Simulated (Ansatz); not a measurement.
A plane-wave DFT run in Ansatz 0.2.0 (scalar-relativistic PAW potentials unless the input names others): input and command.

```yaml
crystal:
  lattice:
    - [-1.9096558415, 1.9096558415, 1.9096558415]
    - [1.9096558415, -1.9096558415, 1.9096558415]
    - [1.9096558415, 1.9096558415, -1.9096558415]
  atoms:
    - { symbol: In, position: [0.0, 0.0, 0.0], spin: 4.0 }
basis:
  ecutwfc: 420
kpoints:
  mp_grid: { grid: [16, 16, 16] }
hamiltonian:
  xc: pbe
scf:
  occupations: { method: gaussian, width: 0.1 }
  convergence: { dr2_threshold: 1.0e-11 }
output:
  forces: true
  eigenvalues: true
  stress: true
magnetization:
  spin_polarized: true
```

```bash
ansatz run input.yaml --threads 1 --pin off --max-ram 2560MiB --backend cpu --events-out ev --progress --plain --runs-dir out
```

Abridged log:
```
Basis set: ecut = 420 eV, 555 PW (Γ), exchange–correlation on 48×48×48 points (8 copies of the dense FFT grid, shifted against one another)
Bands: 13, of which v1, the nominal top of the filled ones, is band 7 counted from 1 (6 counted from 0)
Symmetry: 48 space group operations
k-points: 145 of 4096
SCF iter   1: F=—  HF=-5595.773608 eV  |F-HF|=—  |Δ(HF+E_count)|=         —  Δρ=1.93e-1 (↑1.93e-1 ↓1.86e-1) dr2=6.48e-2  dr2_m=9.15e0  M=0.319 μB ∫|m|=0.319 μB  β_m=0.30  ethr=4.88e-4  ⟨swp⟩=1.0  Hψ=26439  notcnv=0
spin=Collinear: Kerker preconditioning applied to the charge; magnetization (m = ρ↑ − ρ↓) channel mixes plain (no charge-response kernel on spin).
SCF iter   2: F=—  HF=-5596.785720 eV  |F-HF|=—  |Δ(HF+E_count)|=    1.01e0  Δρ=1.36e-1 (↑1.36e-1 ↓1.32e-1) dr2=3.56e-2  dr2_m=4.60e0  M=0.234 μB ∫|m|=0.234 μB  β_m=0.30  ethr=4.88e-4  ⟨swp⟩=2.0  Hψ=5512  notcnv=0
SCF iter   3: F=—  HF=-5597.297747 eV  |F-HF|=—  |Δ(HF+E_count)|=   5.12e-1  Δρ=9.61e-2 (↑9.39e-2 ↓9.61e-2) dr2=3.41e-3  dr2_m=2.30e0  M=0.180 μB ∫|m|=0.180 μB  β_m=0.30  ethr=2.74e-4  ⟨swp⟩=2.6  Hψ=7670  notcnv=0  defer=96
SCF iter   4: F=—  HF=-5597.559705 eV  |F-HF|=—  |Δ(HF+E_count)|=   2.62e-1  Δρ=6.73e-2 (↑6.71e-2 ↓6.73e-2) dr2=1.00e-4  dr2_m=1.15e0  M=0.138 μB ∫|m|=0.138 μB  β_m=0.30  ethr=2.62e-5  ⟨swp⟩=2.0  Hψ=5811  notcnv=0  defer=99
SCF iter   5: F=—  HF=-5597.693009 eV  |F-HF|=—  |Δ(HF+E_count)|=   1.33e-1  Δρ=4.77e-2 (↑4.77e-2 ↓4.75e-2) dr2=5.47e-5  dr2_m=5.79e-1  M=0.106 μB ∫|m|=0.106 μB  β_m=0.30  ethr=7.71e-7  ⟨swp⟩=2.0  Hψ=5512  notcnv=0  defer=99
SCF iter   6: F=—  HF=-5597.761473 eV  |F-HF|=—  |Δ(HF+E_count)|=   6.85e-2  Δρ=3.37e-2 (↑3.37e-2 ↓3.37e-2) dr2=5.28e-6  dr2_m=2.90e-1  M=0.083 μB ∫|m|=0.083 μB  β_m=0.30  ethr=4.21e-7  ⟨swp⟩=2.0  Hψ=5512  notcnv=0  defer=99
SCF iter   7: F=—  HF=-5597.796542 eV  |F-HF|=—  |Δ(HF+E_count)|=   3.51e-2  Δρ=2.39e-2 (↑2.39e-2 ↓2.39e-2) dr2=7.30e-7  dr2_m=1.45e-1  M=0.066 μB ∫|m|=0.066 μB  β_m=0.30  ethr=4.06e-8  ⟨swp⟩=2.5  Hψ=6134  notcnv=0  defer=99
Mixer restart at iter 7: flushing history
spin-set hold released at iteration 7 (site moments contracting): the magnetisation degrees of freedom join the quasi-Newton model from the next iteration; the mixer history was flushed
SCF iter   8: F=—  HF=-5597.814584 eV  |F-HF|=—  |Δ(HF+E_count)|=   1.80e-2  Δρ=1.69e-2 (↑1.69e-2 ↓1.69e-2) dr2=6.31e-7  dr2_m=7.29e-2  M=0.053 μB ∫|m|=0.053 μB  β_m=0.65  ethr=5.62e-9  ⟨swp⟩=3.5  Hψ=6585  notcnv=0  defer=99
SCF iter   9: F=—  HF=-5597.834249 eV  |F-HF|=—  |Δ(HF+E_count)|=   1.97e-2  Δρ=4.19e-4 (↑4.17e-4 ↓4.19e-4) dr2=1.93e-7  dr2_m=4.45e-5  M=0.010 μB ∫|m|=0.010 μB  β_m=0.82  ethr=4.85e-9  ⟨swp⟩=3.2  Hψ=7215  notcnv=0  defer=99
SCF iter  10: F=—  HF=-5597.834404 eV  |F-HF|=—  |Δ(HF+E_count)|=   1.55e-4  Δρ=1.78e-4 (↑1.78e-4 ↓1.78e-4) dr2=4.26e-8  dr2_m=8.06e-6  M=0.004 μB ∫|m|=0.004 μB  β_m=0.91  ethr=1.48e-9  ⟨swp⟩=2.9  Hψ=6349  notcnv=0  defer=150
SCF iter  11: F=—  HF=-5597.834439 eV  |F-HF|=—  |Δ(HF+E_count)|=   3.56e-5  Δρ=2.02e-5 (↑2.02e-5 ↓1.99e-5) dr2=1.09e-9  dr2_m=1.03e-7  M=0.001 μB ∫|m|=0.001 μB  β_m=0.96  ethr=3.28e-10  ⟨swp⟩=3.4  Hψ=6731  notcnv=0  defer=150
SCF iter  12: F=—  HF=-5597.834440 eV  |F-HF|=—  |Δ(HF+E_count)|=   5.45e-7  Δρ=9.90e-7 (↑9.90e-7 ↓8.69e-7) dr2=6.06e-11  dr2_m=2.11e-10  M=0.000 μB ∫|m|=0.000 μB  β_m=0.98  ethr=8.37e-12  ⟨swp⟩=3.1  Hψ=6120  notcnv=0  defer=150
SCF iter  13: F=-5597.834440 eV  HF=-5597.834440 eV  |F-HF|=3.64e-12  |Δ(HF+E_count)|=   1.63e-9  Δρ=1.75e-7 (↑1.75e-7 ↓7.26e-8) dr2=7.59e-12  dr2_m=1.14e-12  M=0.000 μB ∫|m|=0.000 μB  ethr=1.00e-12  ⟨swp⟩=7.5  Hψ=14461  notcnv=0
SCF 1 converged in 13 iterations: F = -5597.834440 eV  dr2 = 7.59e-12
WARN: the starting moments were not kept: the SCF closed with an absolute magnetisation of 1.1e-6 μB, where they sum to 4 μB in size (1 site). That is at most 0.1 of that sum. Measured as dr2_m measures the in/out step, that magnetisation stands 1.5e-13 eV from none, at or under the dr2_threshold of 1.0e-11 eV: it is no larger than a step whose dr2_m would equal this threshold. The system may hold no moment; this SCF shows only that its start led to no more than that. To try another start: raise the starting moments (crystal.atoms[].spin, magnetization.per_species, magnetization.initial_magnet ...
SCF converged after 13 iterations
Magnetization: 0.0000 μB (6.5000 up, 6.5000 down)
Absolute magnetization: 0.0000 μB (∫|ρ↑−ρ↓|, with the PAW one-centre terms)
Spin contamination: 0.0000 ħ² per cell (⟨S²⟩ above its minimum at these occupations)
Per-site moments (μB) at R_I (Å): [(2.63383174e-7, 1.36439363)]
Free energy (F): -5597.834440 eV
Harris-Foulkes:  -5597.834440 eV  (|F-HF|=3.64e-12)
Internal energy: -5597.831359 eV  (E = F + TS)
E sigma→0 (E₀):  -5597.832899 eV
Entropy (-TS):   -0.003081 eV (-3.081 meV/atom)
Fermi energy:    9.423402 eV
--- Forces (eV/Å), atoms counted from 1 ---
  atom   1  In     0.00000000     0.00000000     0.00000000
--- Stress (GPa, compression-positive) ---
        0.016478       0.000000       0.000000
        0.000000       0.016478       0.000000
        0.000000       0.000000       0.016478
  P = ⅓ Tr σ = 0.0165 GPa (0.165 kbar)
```

Apart from outputs and empty bands, the input differs from a reference run on usual settings in scf.convergence.dr2_threshold: not typed → 1e-11; magnetization: not typed → {"spin_polarized": true} (random starting moments). The reference, at the same geometry, gave pressure 0.02 GPa, largest force 0.000 eV/Å, no gap on the mesh. This run converged in 13 SCF iterations with an energy at zero smearing within 0.01 meV/atom of the reference's, pressure 0.02 GPa, largest force 0.000 eV/Å, no gap on the mesh.

The run took 7.8 s on 1 thread of Arm Neoverse V1, on a shared host, peak memory 0.34 GiB.